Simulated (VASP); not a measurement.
Wanted: the native input for a VASP 6.6.1 run.

| Quantity | Value |
| --- | --- |
| Task | relaxation of cell and atoms |
| Functional | PBEsol |
| Dispersion | D3(BJ) |
| Potentials or basis | VASP PAW PBE potentials, release 64 (Pd) |
| Cutoff | 600 eV |
| k mesh | 18 × 18 × 18 |
| Occupations | methfessel-paxton, width 0.1 eV |
| Spin | no spin polarisation |
| Further INCAR settings | ALGO = Normal; EDIFF = 1e-06; IBRION = 2; EDIFFG = -0.005; NSW = 60; ISIF = 3 |

The structure of Pd lies in POSCAR:

```
Pd
1.0
    0.0000000000      1.9400000000      1.9400000000
    1.9400000000      0.0000000000      1.9400000000
    1.9400000000      1.9400000000      0.0000000000
Pd
1
Direct
    0.0000000000      0.0000000000      0.0000000000
```

The cell was built by a generator and needn't be a form met in nature.

The input as run:

INCAR

```
PREC = Accurate
ENCUT = 600
EDIFF = 1E-6
ISMEAR = 1
SIGMA = 0.1
LREAL = False
LASPH = True
NELM = 120
ALGO = Normal
ISIF = 3
LWAVE = False
LCHARG = False
GGA = PS
IVDW = 12
IBRION = 2
NSW = 60
EDIFFG = -0.005
```

KPOINTS

```
Automatic mesh
0
Gamma
  18 18 18
```

Potentials or basis: VASP PAW PBE potentials, release 64 (Pd).

Command:

```console
$ cat potpaw_PBE.64/Pd/POTCAR > POTCAR
$ mpirun -np 1 vasp_std > vasp.out
```

Results of the run:

The relaxed volume is 14.04 Å³/atom. The relaxed cell is a = 2.708 Å, b = 2.708 Å, c = 2.708 Å, α = 60.00°, β = 60.00°, γ = 60.00°. The space group after relaxing (to 0.05 Å) is Fm-3m (No. 225). The energy gained by relaxing is 15.2 meV/atom. The ionic steps are 4 and the pressure after relaxing is 0.0 GPa. The band gap on the k mesh is none (metal or under the smearing width). The dispersion energy per atom is -0.654 eV.

Caveat: the PAW data sets were made with another functional, which shifts forces and pressure a little; pairwise dispersion overbinds metals, which lowers pressure and volume.

Run time: 37 s on 1 thread of Intel(R) Xeon(R) Platinum 8488C (Sapphire Rapids) (shared host), peak memory 0.18 GiB.
